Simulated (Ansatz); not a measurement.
SiNi (NiAs type), DFT, PBE, norm-conserving pseudopotentials, Ansatz's default files, scalar-relativistic (Ansatz 0.2.0), on 1 thread of Intel(R) Xeon(R) 6975P-C (Granite Rapids) (shared host).

Command: `ansatz run input.yaml --threads 1 --pin off --max-ram 3072MiB --backend cpu --events-out ev --progress --plain --runs-dir out`

```yaml
crystal:
  lattice:
    - [3.3530417022, 0.0, 0.0]
    - [-1.6765208511, 2.903819294, 0.0]
    - [0.0, 0.0, 4.6525610875]
  atoms:
    - { symbol: Ni, position: [0.0, 0.0, 0.0] }
    - { symbol: Ni, position: [0.0, 0.0, 0.5] }
    - { symbol: Si, position: [0.3333333333, 0.6666666667, 0.25] }
    - { symbol: Si, position: [0.6666666667, 0.3333333333, 0.75] }
kpoints:
  mp_grid: { grid: [11, 11, 6] }
scf:
  occupations: { method: fermi_dirac, width: 0.1 }
hamiltonian:
  xc: pbe
  pseudopotentials: { kind: nc }
output:
  forces: true
  stress: true
  eigenvalues: true
```

**Question.** How large is the problem that the program sets up?

**Answer.** 64 irreducible k-points, 5399 plane waves at Γ, 27 bands.

**Question.** About how long does it take, and how much memory?

**Answer.** 9.5 s of wall time for 8 SCF iterations, with a peak of 0.59 GiB. Times on shared machines scatter by tens of per cent.
